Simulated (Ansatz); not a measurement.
Sb:

```
Sb
1.0
     3.16000    0.00000    0.00000
     0.00000    3.16000    0.00000
     0.00000    0.00000    3.16000
Sb
1
Direct
  0.00000 0.00000 0.00000
```

This isn't the form of Sb at room conditions, which is rhombohedral.

Base run:

| Item | Value |
| --- | --- |
| Program | Ansatz 0.2.0 |
| Functional | r2SCAN |
| Potentials or basis | Ansatz PAW |
| Cutoff | 500 eV |
| Density cutoff | 2000 eV |
| k mesh | 8 × 8 × 8 |
| Occupations | fermi-dirac, width 0.05 eV |
| Spin | no spin polarisation |

Its results: band gap on the k mesh none (metal or under the smearing width); pressure -3.3 GPa.

Problem. The run is repeated on the same cell with these changes: functional from r2SCAN to LDA; cutoff from 500 eV to 420 eV; density cutoff from 2000 eV to 1680 eV. What comes out?

Solution. Band gap on the k mesh none (metal or under the smearing width); pressure -5.7 GPa.

Caveats: the PAW data sets come from PBE, with cores solved anew for the run's functional, which leaves a small shift of forces and pressure.

Not every run made on this cell is shown here.
